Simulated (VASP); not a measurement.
# W (Im-3m) in VASP: settings compared, part 2 of 2

VASP 6.6.1. Earlier steps stand in the parts before.

## Step 3: Single point, PBE

Input file INCAR:

```
SYSTEM = W
PREC = Accurate
ENCUT = 520
EDIFF = 1E-7
ISMEAR = -1
SIGMA = 0.1
LREAL = .FALSE.
LASPH = .TRUE.
NELM = 100
ALGO = Normal
ISIF = 2
LWAVE = .FALSE.
LCHARG = .FALSE.
GGA = PE
NBANDS = 13
```

Input file KPOINTS:

```
regular mesh
0
G
  36 36 36
  0 0 0
```

Input file POSCAR:

```
W
1.0
   -1.5825000000      1.5825000000      1.5825000000
    1.5825000000     -1.5825000000      1.5825000000
    1.5825000000      1.5825000000     -1.5825000000
W
1
Direct
    0.0000000000      0.0000000000      0.0000000000
```

Potentials or basis: VASP PAW PBE potentials, release 64 (W_sv).

The run is started by

```sh
cat potpaw_PBE.64/W_sv/POTCAR > POTCAR
mpirun -np 1 vasp_std > vasp.out
```

OUTCAR:

```text
SYSTEM = W
   PREC = Accurate
   ENCUT = 520
   EDIFF = 1E-7
   ISMEAR = -1
   LREAL = .FALSE.
   LASPH = .TRUE.
   NELM = 100
   ISIF = 2
   GGA = PE

 ion  position               nearest neighbor table
   1  0.000  0.000  0.000-

  LATTYP: Found a body centered cubic cell.
 ALAT       =     3.1650000000

  Lattice vectors:

 A1 = (  -1.5825000000,   1.5825000000,   1.5825000000)
 A2 = (   1.5825000000,  -1.5825000000,   1.5825000000)
 A3 = (   1.5825000000,   1.5825000000,  -1.5825000000)

Analysis of symmetry for initial positions (statically):
=====================================================================
 Subroutine PRICEL returns:
 Original cell was already a primitive cell.

 Routine SETGRP: Setting up the symmetry group for a
 body centered cubic supercell.

 Subroutine GETGRP returns: Found 48 space group operations
 (whereof 48 operations were pure point group operations)
 out of a pool of 48 trial point group operations.

The static configuration has the point symmetry O_h .

Analysis of symmetry for dynamics (positions and initial velocities):
=====================================================================
 Subroutine PRICEL returns:
 Original cell was already a primitive cell.

 Routine SETGRP: Setting up the symmetry group for a
 body centered cubic supercell.

 Subroutine GETGRP returns: Found 48 space group operations
 (whereof 48 operations were pure point group operations)
 out of a pool of 48 trial point group operations.

The dynamic configuration has the point symmetry O_h .

 Subroutine INISYM returns: Found 48 space group operations
 (whereof 48 operations are pure point group operations),
 and found     1 'primitive' translations

[... 114 lines left out ...]
  Fermi-wavevector in a.u.,A,eV,Ry     =   1.570678  2.968151 33.565967  2.467029
  Thomas-Fermi vector in A             =   2.672375
   LORBIT       =      0    0 simple, 1 ext, 2 COOP (PROOUT), +10 PAW based schemes
   GGA     = PE    functional components
   LHFCALC =     F    Hartree Fock is set to
   AEXX    =    0.0000 exact exchange contribution
   IVDW    =     0    specifies the selected vdW correction
   LEPSILON=     F    determine dielectric tensor
   LRPA    =     F    only Hartree local field effects (RPA)
 non-spin polarized calculation
  energy-cutoff  :      520.00
  volume of cell :       15.85
 maximum number of plane-waves:       442
   NGX = 11   NGY = 11   NGZ = 11

 number of electron      14.0000003 magnetization

 Free energy of the ion-electron system (eV)
  ---------------------------------------------------
  ext. energy  EPLUGINS =         0.00000000
  ---------------------------------------------------
  free energy    TOTEN  =       -12.95623151 eV

  energy without entropy =      -12.94068191  energy(sigma->0) =      -12.94845671

 E-fermi :  11.4520     XC(G=0): -13.6406

 val. band max:       11.4503478812   @ k =   0.5000   0.5000   0.2222
 cond. band min:      11.4521020240   @ k =  -0.3056   0.3333   0.2222
 fundamental gap:      0.0017541428
 Fermi energy:        11.4520092325

 k-point     1 :       0.0000    0.0000    0.0000
  band No.  band energies     occupation
      1     -62.7400      2.00000
      2     -26.3020      2.00000
      3     -26.3020      2.00000
      4     -26.3020      2.00000
      5       1.8059      2.00000
      6      10.2143      1.99999
      7      10.2143      1.99999
      8      10.2143      1.99999
      9      13.7051      0.00000
     10      13.7051      0.00000
     11      25.9601      0.00000
     12      25.9601      0.00000
     13      25.9601      0.00000
[... 354 lines left out ...]
  band No.  band energies     occupation
      1     -62.7109      2.00000
      2     -26.6012      2.00000
      3     -26.3923      2.00000
      4     -26.3074      2.00000
      5       2.8944      2.00000
      6       9.6053      2.00000
      7       9.9350      2.00000
      8      11.3261      1.55764
      9      13.0111      0.00000
     10      13.7621      0.00000
     11      26.6894      0.00000
     12      27.8227      0.00000
     13      28.1031      0.00000

 [... further k-points ...]

------------------------ aborting loop because EDIFF is reached ----------------------------------------

  FORCE on cell =-STRESS in cart. coord.  units (eV):
  Direction    XX          YY          ZZ          XY          YZ          ZX
  --------------------------------------------------------------------------------------
  -------------------------------------------------------------------------------------
  Total        0.6086874      0.6086874      0.6086874      0.0000000      0.0000000      0.0000000
  in kB       61.5196333     61.5196333     61.5196333      0.0000000      0.0000000      0.0000000
  external PRESSURE =      61.5196333 kB  Pullay stress =       0.0000000 kB

 VOLUME and BASIS-vectors are now :
 -----------------------------------------------------------------------------
  energy-cutoff  :      520.00
  volume of cell :       15.85
      direct lattice vectors                 reciprocal lattice vectors
    -1.582500000  1.582500000  1.582500000     0.000000000  0.315955766  0.315955766
     1.582500000 -1.582500000  1.582500000     0.315955766  0.000000000  0.315955766
     1.582500000  1.582500000 -1.582500000     0.315955766  0.315955766  0.000000000

 POSITION                                       TOTAL-FORCE (eV/Angst)
 -----------------------------------------------------------------------------------
      0.00000      0.00000      0.00000        -0.000000      0.000000      0.000000
 -----------------------------------------------------------------------------------
    total drift:                                0.000000     -0.000000      0.000000

  FREE ENERGIE OF THE ION-ELECTRON SYSTEM (eV)
  ---------------------------------------------------
  free  energy   TOTEN  =       -12.9562315135 eV

  energy  without entropy=      -12.9406819056  energy(sigma->0) =      -12.94845671
```

OSZICAR:

```text
N       E                     dE             d eps       ncg     rms          rms(c)
DAV:   1     0.848315957624E+02    0.84832E+02   -0.74774E+03 32367   0.123E+03
DAV:   2    -0.119430263709E+02   -0.96775E+02   -0.92923E+02 36395   0.317E+02
DAV:   3    -0.135673458269E+02   -0.16243E+01   -0.16196E+01 35265   0.398E+01
DAV:   4    -0.135737703632E+02   -0.64245E-02   -0.64244E-02 35880   0.278E+00
DAV:   5    -0.135738240346E+02   -0.53671E-04   -0.53671E-04 35820   0.238E-01    0.209E+01
DAV:   6    -0.130876693093E+02    0.48615E+00   -0.40448E-01 33535   0.855E+00    0.841E+00
DAV:   7    -0.129602397267E+02    0.12743E+00   -0.21355E-01 35865   0.590E+00    0.633E-01
DAV:   8    -0.129562448075E+02    0.39949E-02   -0.43255E-03 32770   0.856E-01    0.695E-02
DAV:   9    -0.129562383744E+02    0.64330E-05   -0.84172E-05 37383   0.114E-01    0.466E-02
DAV:  10    -0.129562311702E+02    0.72042E-05   -0.14449E-05 34740   0.532E-02    0.456E-03
DAV:  11    -0.129562317118E+02   -0.54163E-06   -0.26795E-07 32690   0.620E-03    0.492E-04
DAV:  12    -0.129562315245E+02    0.18737E-06   -0.51373E-09 18745   0.938E-04    0.663E-05
DAV:  13    -0.129562315135E+02    0.10930E-07   -0.54573E-10 16645   0.304E-04
   1 F= -.12956232E+02 E0= -.12948457E+02  d E =-.155496E-01
```

stdout:

```text
POSCAR found type information on POSCAR W
 POSCAR found :  1 types and       1 ions
 scaLAPACK will be used
 LDA part: xc-table for (Slater+PW92), standard interpolation
 POSCAR, INCAR and KPOINTS ok, starting setup
 FFT: planning ... GRIDC
 FFT: planning ... GRID_SOFT
 FFT: planning ... GRID
 WAVECAR not read
 entering main loop
```

Run time: 90 s. Hardware: 1 thread of AMD EPYC 9R45 (Zen 5), shared host; peak memory 0.3 GiB.

Results:

| Quantity | Value |
| --- | --- |
| Free energy | -12.9562 eV |
| Pressure | 6.2 GPa |
| Band gap on the k mesh | none (metal or under the smearing width) |

The run has no spin-orbit coupling, so splittings on W are missing.

## Step 4: Single point, LDA

INCAR: that of step 3 with these lines changed.

```diff
@@ -13,3 +13,3 @@
 LCHARG = .FALSE.
-GGA = PE
+GGA = CA
 NBANDS = 13
```

KPOINTS is that of step 3.

POSCAR is that of step 3.

Potentials or basis: VASP PAW LDA potentials, release 64 (W_sv).

The run is started by

```sh
cat potpaw_LDA.64/W_sv/POTCAR > POTCAR
mpirun -np 1 vasp_std > vasp.out
```

Wall time 82 s (1 thread of AMD EPYC 9R45 (Zen 5), shared host); peak memory 0.29 GiB.

Results (log left out):

```yaml
Free_energy: -14.1049 eV
Pressure: -7.2 GPa
Band_gap_on_the_k_mesh: none (metal or under the smearing width)
```

Levels at points of the mesh, in eV from the Fermi level:
| k point | band 4 | band 5 | band 6 | band 7 | band 8 | band 9 | band 10 | band 11 |
| --- | --- | --- | --- | --- | --- | --- | --- | --- |
| (0.00, 0.00, 0.00) | -37.57 | -9.56 | -1.27 | -1.27 | -1.27 | 2.17 | 2.17 | 14.56 |
| (0.50, 0.00, 0.00) | -37.58 | -6.27 | -3.60 | 0.82 | 2.08 | 3.04 | 6.12 | 11.07 |
| (0.50, 0.50, 0.50) | -38.48 | -5.86 | -5.86 | 5.13 | 5.13 | 5.13 | 8.34 | 8.34 |

## Step 5: The runs side by side

```csv
level,potentials or basis,k mesh,gap on the mesh (eV),pressure (GPa)
PBE,"VASP PAW PBE potentials, release 64 (W_sv)",24 × 24 × 24,none,6.1
PBE,"VASP PAW PBE potentials, release 64 (W_sv)",36 × 36 × 36,none,6.2
LDA,"VASP PAW LDA potentials, release 64 (W_sv)",36 × 36 × 36,none,-7.2
```

Alike in all rows: task single point; no spin polarisation; cell as given; cutoff (eV) 520; smearing fermi-dirac 0.1 eV.

Absolute energies hang on the potentials; compare differences alone.
